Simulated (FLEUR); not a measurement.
A run of FLEUR MaX-R8.1 (later development tree) is set up as follows.

inp.xml

```xml
<?xml version="1.0" encoding="UTF-8" standalone="no"?>
<fleurInput fleurInputVersion="0.39">
   <comment>
      Sb                                                                                                  
   </comment>
   <calculationSetup>
      <cutoffs Kmax="4.19" Gmax="13.0" GmaxXC="13.0" numbands="0"/>
      <scfLoop itmax="60" minDistance="0.00001" maxIterBroyd="15" imix="Anderson" alpha="0.05" precondParam="0.0" spinf="2.0" sdNocoIR="T"/>
      <coreElectrons ctail="T" frcor="F" kcrel="0" coretail_lmax="0"/>
      <xcFunctional name="PBEs" relativisticCorrections="F"/>
      <magnetism jspins="1"/>
      <soc l_soc="F" theta="0.0" phi="0.0" spav="F"/>
      <expertModes spex="0" secvar="F"/>
      <geometryOptimization l_f="F" forcealpha="1.0" forcemix="BFGS" epsdisp="0.00001" epsforce="0.00001"/>
      <ldaU l_linMix="F" mixParam="0.05" spinf="1.0"/>
   </calculationSetup>
   <cell>
      <bzIntegration valenceElectrons="42.0" mode="hist" fermiSmearingEnergy="0.00183747">
         <kPointListSelection listName="default-1"/>
         <!-- k-points included here -->
         <xi:include xmlns:xi="http://www.w3.org/2001/XInclude" href="kpts.xml"> </xi:include>
      </bzIntegration>
      <!-- symmetry operations included here -->
      <xi:include xmlns:xi="http://www.w3.org/2001/XInclude" href="sym.xml"> </xi:include>
      <bulkLattice scale="1.0">
         <bravaisMatrix>
            <row-1>    4.0708480176133195     2.3503051988212298     7.1015907762468000</row-1>
            <row-2>   -4.0708480176133195     2.3503051988212298     7.1015907762468000</row-2>
            <row-3>    0.0000000000000000    -4.7006103976424596     7.1015907762468000</row-3>
         </bravaisMatrix>
      </bulkLattice>
   </cell>
   <atomSpecies>
      <species name="Antimony (Sb)" element="Sb" atomicNumber="51">
         <mtSphere radius="2.34" gridPoints="843" logIncrement="0.015"/>
         <atomicCutoffs lmax="10" lnonsphr="10"/>
         <electronConfig flipSpins="F">
            <coreConfig>(1s1/2) (2s1/2) (2p1/2) (2p3/2) (3s1/2) (3p1/2) (3p3/2) (4s1/2) (3d3/2) (3d5/2)</coreConfig>
            <valenceConfig>(4p1/2) (4p3/2) (5s1/2) (4d3/2) (4d5/2) (5p1/2) (5p3/2)</valenceConfig>
            <stateOccupation state="(5p1/2)" spinUp="0.500000" spinDown="0.500000"/>
            <stateOccupation state="(5p3/2)" spinUp="1.000000" spinDown="1.000000"/>
         </electronConfig>
         <energyParameters s="5" p="5" d="5" f="4"/>
         <lo type="SCLO" l="1" n="4" eDeriv="0"/>
         <lo type="SCLO" l="1" n="4" eDeriv="1"/>
         <lo type="SCLO" l="2" n="4" eDeriv="0"/>
         <lo type="SCLO" l="2" n="4" eDeriv="1"/>
         <lo type="SCLO" l="0" n="5" eDeriv="2"/>
         <lo type="SCLO" l="3" n="4" eDeriv="2"/>
      </species>
   </atomSpecies>
   <atomGroups>
      <atomGroup species="Antimony (Sb)">
         <relPos label="                   1">-.2334900000 -.2334900000 -.2334900000</relPos>
         <relPos label="                   2">.2334900000 .2334900000 .2334900000</relPos>
         <force calculate="T" relaxXYZ="TTT"/>
      </atomGroup>
   </atomGroups>
   <output dos="F" band="F" slice="F">
      <checks vchk="F" cdinf="F"/>
      <bandDOS minEnergy="-.5*Htr" maxEnergy="0.5*Htr" sigma="0.015" storeEVData="T"/>
      <vacuumDOS vacdos="F" integ="F" star="F" nstars="0" locx1="0.0" locy1="0.0" locx2="0.0" locy2="0.0" nstm="0" tworkf="0.0"/>
      <unfoldingBand unfoldBand="F" supercellX="1" supercellY="1" supercellZ="1"/>
      <plotting iplot="0" polar="F">
         <plot TwoD="T" vec1="  1.0  0.0  0.0" vec2="  0.0  1.0  0.0" vec3="  0.0  0.0  1.0" zero="  0.0  0.0  0.0" file="plot"/>
      </plotting>
      <chargeDensitySlicing numkpt="0" minEigenval="0.0" maxEigenval="0.0" nnne="0" pallst="F"/>
      <specialOutput eonly="F"/>
      <moessbauerParams electricFieldGradient="T" isomerShift="T" coreHyperfine="T" valenceHyperfine="T"/>
      <magneticCircularDichroism mcd="F" energyLo="-10.0" energyUp="0.0"/>
   </output>
  <!-- We include the file relax.xml here to enable relaxations (see documentation) -->
  <xi:include xmlns:xi="http://www.w3.org/2001/XInclude" href="relax.xml"> <xi:fallback/> </xi:include>
</fleurInput>
```

The input crystal.txt:

```
Sb
&input cartesian=F /
2.1542000000  1.2437279499  3.7580000000
-2.1542000000  1.2437279499  3.7580000000
0.0000000000  -2.4874558998  3.7580000000
1.8897261246
1.0 1.0 1.0

2
51 0.7665100000  0.7665100000  0.7665100000
51 0.2334900000  0.2334900000  0.2334900000

&kpt div1=8 div2=8 div3=8 gamma=T /
```

Potentials or basis: all-electron, FLAPW.

Command:

```sh
$ inpgen -f crystal.txt -profile fastHighL
$ # inp.xml edited to the form shown
$ fleur_MPI
```

Problem. Predict the band gap on the k mesh.

Solution. None (metal or under the smearing width).

Core levels (eV from the Fermi level):
| atom | levels |
| --- | --- |
| 1 Sb | 1s1/2 -30266.0, 2s1/2 -4601.2, 2p1/2 -4304.9, 2p3/2 -4053.3, 3s1/2 -898.6, 3p1/2 -777.5, 3p3/2 -731.1, 4s1/2 -144.4, 3d3/2 -517.1, 3d5/2 -507.4 |
| 2 Sb | 1s1/2 -30266.0, 2s1/2 -4601.2, 2p1/2 -4304.9, 2p3/2 -4053.3, 3s1/2 -898.6, 3p1/2 -777.5, 3p3/2 -731.1, 4s1/2 -144.4, 3d3/2 -517.1, 3d5/2 -507.4 |

The run has no spin-orbit coupling, so splittings on Sb are missing.
